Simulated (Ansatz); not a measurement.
# Ligand exchange: B(CH3)(NH2)2 + C2H5NO → B(NH2)3 + C3H6O

Species: B(CH3)(NH2)2, singlet; C2H5NO (acetamide) `CC(N)=O`, singlet; B(NH2)3, singlet; C3H6O (acetone) `CC(C)=O`, singlet. The partners trade CH3 for NH2: B–CH3 and C–NH2 bonds give way to B–NH2 and C–CH3.

Shapes, held fixed at every level: PBE0-D4/def2-TZVP. Flexible molecules stand in one conformer, not always the lowest. Programs: Ansatz 0.2.0. Electronic energies: no zero-point or thermal term.

Task: Estimate ΔE of this reaction.

Result: The highest level, CCSD(T)/CBS estimate, gives ΔE = -23.8 kJ/mol; the levels span -27.5 to -6.1. The column of differences is taken from that level and isn't an error. No measured value is set beside it here. The CBS estimate extrapolates MP2 from def2-TZVPP and def2-QZVPP and adds CCSD(T) − MP2 in the triple-zeta set, cores frozen. Times are processor times on shared x86 and Arm servers, and rough.

```json
{"level": "HF/def2-TZVPP", "kind": "Hartree–Fock", "ΔE (kJ/mol)": "-27.5", "less CCSD(T)/CBS estimate": "-3.7", "CPU time (sum over the molecules)": "–"}
{"level": "PBE-D4/def2-TZVPP", "kind": "GGA", "ΔE (kJ/mol)": "-6.1", "less CCSD(T)/CBS estimate": "+17.7", "CPU time (sum over the molecules)": "25 s"}
{"level": "r2SCAN-D4/def2-TZVPP", "kind": "meta-GGA", "ΔE (kJ/mol)": "-10.4", "less CCSD(T)/CBS estimate": "+13.4", "CPU time (sum over the molecules)": "45 s"}
{"level": "B3LYP-D4/def2-TZVPP", "kind": "global hybrid", "ΔE (kJ/mol)": "-15.2", "less CCSD(T)/CBS estimate": "+8.6", "CPU time (sum over the molecules)": "38 s"}
{"level": "PBE0-D4/def2-TZVPP", "kind": "global hybrid", "ΔE (kJ/mol)": "-10.9", "less CCSD(T)/CBS estimate": "+12.9", "CPU time (sum over the molecules)": "26 s"}
{"level": "wB97M-V/def2-TZVPP", "kind": "range-separated hybrid", "ΔE (kJ/mol)": "-17.5", "less CCSD(T)/CBS estimate": "+6.3", "CPU time (sum over the molecules)": "97 s"}
{"level": "CCSD(T)/CBS estimate", "kind": "coupled cluster or CI", "ΔE (kJ/mol)": "-23.8", "less CCSD(T)/CBS estimate": "0.0", "CPU time (sum over the molecules)": "13 min"}
```
